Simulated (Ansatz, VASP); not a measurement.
Sb: VASP beside Ansatz

File INCAR:

```
  ALGO = Normal
  EDIFF = 1E-6
  EDIFFG = -0.01
  ENCUT = 600
  GGA = PS
  IBRION = 2
  ISIF = 3
  ISMEAR = 0
  LASPH = True
  LCHARG = False
  LREAL = False
  LWAVE = False
  NELM = 100
  NSW = 80
  PREC = Accurate
  SIGMA = 0.1
```

KPOINTS

```
k-points
0
Gamma
  16 16 16
```

POSCAR

```
Sb
1.0
    0.0000000000      2.3657073414      2.3657073414
    2.3657073414      0.0000000000      2.3657073414
    2.3657073414      2.3657073414      0.0000000000
Sb
1
Direct
    0.0000000000      0.0000000000      0.0000000000
```

Input for Ansatz:

```yaml
crystal:
  lattice:
    - [0.0, 2.3657073414, 2.3657073414]
    - [2.3657073414, 0.0, 2.3657073414]
    - [2.3657073414, 2.3657073414, 0.0]
  atoms:
    - { symbol: Sb, position: [0.0, 0.0, 0.0] }
basis:
  ecutwfc: 420
kpoints:
  mp_grid: { grid: [16, 16, 16] }
hamiltonian:
  xc: pbesol
scf:
  occupations: { method: gaussian, width: 0.1 }
output:
  forces: true
  stress: true
  eigenvalues: true
relax:
  adjacent_minimum: "off"
  f_tol: 0.01
  max_steps: 60
  cell: { stress_tol: 0.1 }
```

Alike in both runs: task relaxation of cell and atoms; functional PBEsol; k mesh 16 × 16 × 16; occupations gaussian, width 0.1 eV; no spin polarisation.

|  | VASP | Ansatz |
| --- | --- | --- |
| version | VASP 6.6.1 | Ansatz 0.2.0 |
| potentials or method | VASP PAW PBE potentials, release 64 (Sb) | scalar-relativistic, plane waves, PAW |
| plane-wave cutoff (eV) | 600 | 420 |
| valence electrons in the cell | 5 | 15 |

```tsv
	VASP	Ansatz	Ansatz less VASP
gap on the k mesh at the Fermi level, each at its own relaxed structure (eV)	none	none	-
relaxed volume (Å³/atom)	26.17	26.18	+0.008
relaxed cell length with the largest relative difference (Å)	3.332	3.333	+0.0004
```

A gap of «none» marks a metal or a gap that the smearing closes. The two sets of potentials don't hold the same shells in valence.

Caveats: the PAW data sets were made with another functional, which shifts forces and pressure a little (VASP). The runs have no spin-orbit coupling, so splittings on Sb are missing.
